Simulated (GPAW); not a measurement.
Here is a GPAW 26.7.0 calculation.

run.py

```python
from ase import Atoms
from ase.calculators.mixing import SumCalculator
from ase.filters import FrechetCellFilter
from ase.io import write
from ase.optimize import BFGS
from dftd3.ase import DFTD3
from gpaw import GPAW, PW, setup_paths

setup_paths.insert(0, '.')

atoms = Atoms(['C', 'C'],
              cell=[[2.4561701622, 0.0, 0.0],
                    [-1.2280850811, 2.1271057565, 0.0],
                    [0.0, 0.0, 8.52380336]],
              scaled_positions=[[0.6666666667, 0.3333333333, 0.0],
                                [0.3333333333, 0.6666666667, 0.0]],
              pbc=True)

calc = GPAW(mode=PW(800),
            xc='PBEsol',
            kpts={'size': (12, 12, 3), 'gamma': True},
            occupations={'name': 'fermi-dirac', 'width': 0.05},
            nbands=11,
            convergence={'density': 1e-05, 'forces': 0.0001},
            maxiter=150,
            txt='gpaw.txt')
atoms.calc = SumCalculator([calc, DFTD3(method='pbesol', damping='d3zero')])
opt = BFGS(FrechetCellFilter(atoms), trajectory='relax.traj', logfile='-')
done = opt.run(fmax=0.02, steps=60)
calc.write('gs.gpw')
write('result.traj', atoms)
print('Converged:', done)
print('Cell:', atoms.cell.cellpar().round(4))
print('Volume:', round(atoms.get_volume(), 4))
print(atoms.get_scaled_positions().round(5))
```

Potentials or basis: PAW data sets generated in the run's folder for this functional, pw.

The run is started by

```console
$ gpaw-setup -f PBEsol C
$ OMP_NUM_THREADS=1 python run.py
```

What does it give for the space group after relaxing (to 0.05 Å)?

P6/mmm (No. 191).

Estimate the relaxed volume.

9.24 Å³/atom.

Stress tensor (GPa, compression positive):
```
-0.19  0.00  0.00
 0.00 -0.19  0.00
 0.00  0.00 -0.02
```

Caveat: later steps reuse the first step's grids; the volume moved by over 15 % at a fixed basis, so the end points are rough.
